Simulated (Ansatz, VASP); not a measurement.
# One calculation of Ni, two programs

Contents of INCAR:

```
SYSTEM = Ni
ALGO     = Normal         ! electronic algorithm
EDIFF    = 1E-7           ! SCF threshold, eV
ENCUT    = 520            ! plane-wave cutoff, eV
GGA      = RE             ! functional
ISIF     = 2              ! what is computed and relaxed
ISMEAR   = -1             ! smearing method
LASPH    = .True.         ! aspherical terms in the spheres
LCHARG   = .False.        ! write CHGCAR
LREAL    = .False.        ! projectors in reciprocal space
LWAVE    = .False.        ! write WAVECAR
NBANDS   = 11             ! bands
NELM     = 80             ! most SCF steps
PREC     = Accurate       ! precision mode
SIGMA    = 0.1            ! smearing width, eV
```

KPOINTS

```
k-points
0
Gamma
  15 15 15
  0 0 0
```

File POSCAR:

```
Ni
1.0
    2.2468877504      0.0000000000      0.0000000000
    0.0000000000      2.2468877504      0.0000000000
    0.0000000000      0.0000000000      2.2468877504
Ni
1
Direct
    0.0000000000      0.0000000000      0.0000000000
```

Input for Ansatz:

```yaml
crystal:
  lattice:
    - [2.2468877504, 0.0, 0.0]
    - [0.0, 2.2468877504, 0.0]
    - [0.0, 0.0, 2.2468877504]
  atoms:
    - { symbol: Ni, position: [0.0, 0.0, 0.0] }
hamiltonian:
  xc: revpbe
  pseudopotentials:
    kind: paw
    azcp:
      Ni: "pseudopotentials/Ni.paw.azcp"
basis:
  ecutwfc: 420
  fft_grid_basis: typed
kpoints:
  mp_grid: { grid: [15, 15, 15], shift: [0, 0, 0] }
magnetization:
  spin_polarized: false
scf:
  occupations: { method: fermi_dirac, width: 0.1 }
  lower_state_search: "off"
output:
  stress: true
  write_density: true
  write_potential: true
  elf: true
  volumetric_format: npy
```

Alike in both runs: task single point; functional revPBE; k mesh 15 × 15 × 15; occupations fermi-dirac, width 0.1 eV; no spin polarisation.

```csv
,VASP,Ansatz
version,VASP 6.6.1,Ansatz 0.2.0
potentials or method,"VASP PAW PBE potentials, release 64 (Ni)","plane waves (420 eV) with PAW, scalar-relativistic"
plane-wave cutoff (eV),520,420
valence electrons in the cell,10,18
```

|  | VASP | Ansatz | Ansatz less VASP |
| --- | --- | --- | --- |
| pressure (GPa) | 22.9 | 23.2 | +0.25 |

The two sets of potentials don't hold the same shells in valence.

Caveats: so large a pressure means that the cell lies far from this level's equilibrium, or that cutoff or potentials fall short (VASP); the potentials were made for another functional, which shifts forces and pressure (VASP); the run has no spin polarisation, though such a crystal can be magnetic. Spin polarisation is off, so any magnetic state and its effect on volume and gap are missing.
